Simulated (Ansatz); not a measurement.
MnS:

```
Mn S
1.0
     0.00000    2.47346    2.47346
     2.47346    0.00000    2.47346
     2.47346    2.47346    0.00000
Mn S
1 1
Direct
  0.00000 0.00000 0.00000
  0.75000 0.75000 0.75000
```

The cell is a database's computed one.

- Program: Ansatz 0.2.0
- Task: relaxation of cell and atoms
- Functional: PBEsol
- Potentials or basis: Ansatz PAW
- Cutoff: 420 eV (not typed: the program's choice for these potentials)
- k mesh: 9 × 9 × 9
- Occupations: fermi-dirac, width 0.05 eV
- Spin: collinear spin, ferromagnetic start
- Starting moments: [4.0, 0.0] μB
- Hubbard terms: Mn d U = 6 eV

At the start: volume 15.13 Å³/atom.

**Question.** How do energy, volume and symmetry change on relaxing?

**Answer.** It ends after 11 steps and the volume is 23.24 Å³/atom (+53.6 %); space group F-43m (No. 216, to 0.05 Å); moment 5.00 μB per cell.

Step by step:
```tsv
step	energy change (eV)	largest force (eV/Å)	volume (Å³)
1	0.0000	0.0000	30.27
2	-1.3316	0.0000	34.91
3	-2.0037	0.0000	40.01
4	-2.1730	0.0000	43.87
5	-2.1826	0.0000	45.24
6	-2.1827	0.0000	45.14
7	-2.2310	0.0000	45.14
8	-2.2381	0.0000	46.15
9	-2.2386	0.0000	46.48
10	-2.2388	0.0000	46.48
11	-2.2388	0.0000	46.48
```

Final structure:
```xyz
2
Lattice="0.0000 2.8536 2.8536 2.8536 0.0000 2.8536 2.8536 2.8536 0.0000" Properties=species:S:1:pos:R:3 pbc="T T T"
Mn    0.0000    0.0000    0.0000
S     4.2805    4.2805    4.2805
```

Caveat: the magnetic or orbital state may not be the lowest; the electronic state changed during the relaxation; the volume moved by over 15 % at a fixed basis, so the end points are rough; the plane-wave basis is chosen anew once the cell has moved, so the energies of steps on either side of that aren't comparable; a cell with one magnetic atom can't hold antiferromagnetic order, which such compounds often take; the PAW data sets come from PBE, with cores solved anew for the run's functional, which leaves a small shift of forces and pressure.
